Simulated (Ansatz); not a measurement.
# MgI2: computed properties

Computed with DFT PBE, scalar-relativistic, plane waves, PAW (Ansatz).

Cutoff 420 eV; k points 6×6×2 on the computed 6-atom cell (Γ-centred); Gaussian smearing, width 0.02 eV; no spin polarisation.

The structure is relaxed at this level of theory with its symmetry kept, and needn't be the ground state of this composition.

Space group P-1 (No. 2), triclinic, a = 4.399 Å, b = 4.401 Å, c = 16.112 Å, α = 95.7°, β = 94.0°, γ = 90.0°. Mg is surrounded by 4 I at 2.77 Å; I on its first site has 2 Mg at 2.77 Å; I on its second site is surrounded by 2 Mg at 2.77 Å.

| Quantity | Value |
| --- | --- |
| Volume per atom | 51.60 Å³ |
| Formation energy from the elements' standard states (uncorrected) | -1.028 eV/atom |
| Kohn–Sham band gap | 3.34 eV, indirect from (-0.500, 0.000, 0.490) to Γ |
| Orbital (Löwdin) character of the top 1 eV of the valence band | I 5p 99 % |
| Orbital (Löwdin) character of the lowest 1 eV of the conduction band | Mg 3s 55 %, I 5p 21 %, unprojected 18 % |
| Electron masses at the edge by direction of the standard setting (m_e; one valley, along these axes only; no spin-orbit coupling) | x: 0.34; y: 0.34; z: 0.49 |
| Hole masses at the edge by direction of the standard setting (m_e; one valley, along these axes only; no spin-orbit coupling) | x: 5.3, 4.7; y: 0.59, 0.58; z: over 30, over 30 |
| Bader charge by site (e) | Mg (2 in the cell) 1.59, I (2 in the cell) -0.80, I (2 in the cell) -0.80 |

Spin-orbit coupling is left out, which matters for the bands of heavy elements. The cell holds layers, chains or molecules and no dispersion correction was added, so their binding is poorly described.

The cell was found from a structure generator's guess, not taken from experiment. Kohn–Sham gaps at this level usually fall short of measured ones. Löwdin shares on free-atom orbitals overweight diffuse shells in the empty bands.
